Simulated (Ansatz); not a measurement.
As:

```
As
1.0
     2.70368    0.00000    0.00000
     0.00000    2.70368    0.00000
     0.00000    0.00000    2.70368
As
1
Direct
  0.50000 0.50000 0.50000
```

This isn't the form of As at room conditions, which is rhombohedral.

Base run:

| Item | Value |
| --- | --- |
| Program | Ansatz 0.2.0 |
| Functional | RPBE |
| Potentials or basis | all-electron LAPW, scalar-relativistic |
| Cutoff | 237 eV (chosen from the basis error) |
| Basis error allowed | 0.001 eV/atom |
| k mesh | 10 × 10 × 10 |
| Occupations | gaussian, width 0.1 eV |
| Spin | no spin polarisation |

Its results: band gap on the k mesh none (metal or under the smearing width); pressure 3.9 GPa.

**Question.** The run is repeated on the same cell with these changes: functional from RPBE to PBEsol; occupations from gaussian, width 0.1 eV to gaussian, width 0.02 eV. What comes out?

**Answer.** Band gap on the k mesh none (metal or under the smearing width); pressure -1.5 GPa.
